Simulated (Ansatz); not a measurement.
# Pd (fcc type): the cost of one run

Computed with Ansatz 0.2.0 (DFT, PBE, PAW with Ansatz's default frozen-core files, scalar-relativistic, unless a step's input says otherwise).

**1. The system as given**

The structure is cubic, space group Fm-3m (No. 225). The conventional cell has a = 3.947 Å, b = 3.947 Å, c = 3.947 Å, α = 90.00°, β = 90.00°, γ = 90.00°. Pd (site symmetry m-3m) is surrounded by 12 Pd at 2.79 Å.

As a file:

```
Pd
1.0
     0.00000    1.97348    1.97348
     1.97348    0.00000    1.97348
     1.97348    1.97348    0.00000
Pd
1
Direct
  0.00000 0.00000 0.00000
```

**2. Cell relaxed at zero pressure, PAW**

input.yaml

```yaml
crystal:
  lattice:
    - [0.0, 1.9734833199, 1.9734833199]
    - [1.9734833199, 0.0, 1.9734833199]
    - [1.9734833199, 1.9734833199, 0.0]
  atoms:
    - { symbol: Pd, position: [0.0, 0.0, 0.0] }
kpoints:
  mp_grid: { grid: [17, 17, 17] }
scf:
  occupations: { method: fermi_dirac, width: 0.08 }
hamiltonian:
  xc: pbe
  pseudopotentials: { kind: paw }
output:
  forces: true
  stress: true
  write_density: true
  write_potential: true
  elf: true
  volumetric_format: npy
relax:
  f_tol: 0.005
  max_steps: 40
  cell: {}
```

Started as:

```bash
$ ansatz run input.yaml --threads 1 --pin off --max-ram 3584MiB --backend cpu --events-out ev --progress --plain --runs-dir out
```

Q: Estimate wall time and peak memory on 1 thread of Intel Xeon 6975P-C (Granite Rapids), shared host.

About 3.2 s, with a peak of 0.35 GiB.
